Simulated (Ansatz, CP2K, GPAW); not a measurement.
**One calculation of Na, 3 ways**

```
Na
1.0
     3.70832    0.00000    0.00000
    -1.23611    3.49624    0.00000
    -1.23611   -1.74812    3.02783
Na
1
Direct
  0.00000 0.00000 0.00000
```

Alike in all runs: task single point; functional LDA; k mesh 9 × 9 × 9; occupations gaussian, width 0.05 eV; no spin polarisation; no spin-orbit coupling. LDA stands for any of its common fits. Pressure is positive in compression and, in plane waves, holds the error of the finite cutoff.

```csv
program and potentials,plane-wave cutoff (eV),notes,pressure (GPa)
"GPAW, the program's PAW data sets (release 1.2.1) made for this functional",800,7 valence electrons an atom on average,-1.12
"CP2K, GTH_POTENTIALS Na GTH-PADE-q9; TZVP-MOLOPT-PBE-GTH basis",-,atomic basis; 9 valence electrons an atom on average,-1.07
"Ansatz, all-electron LAPW, scalar-relativistic",-,-,-1.12
```

The pressure spans -1.12 (Ansatz, all-electron LAPW, scalar-relativistic) to -1.07 GPa (CP2K, GTH_POTENTIALS Na GTH-PADE-q9; TZVP-MOLOPT-PBE-GTH basis), with all-electron results at -1.12. Rows in atomic bases carry the error of their basis and grid, which can be large.

The functional is the same throughout but for its coding, so the spread measures potentials, basis and numerics; runs on potential files found faulty are left out.
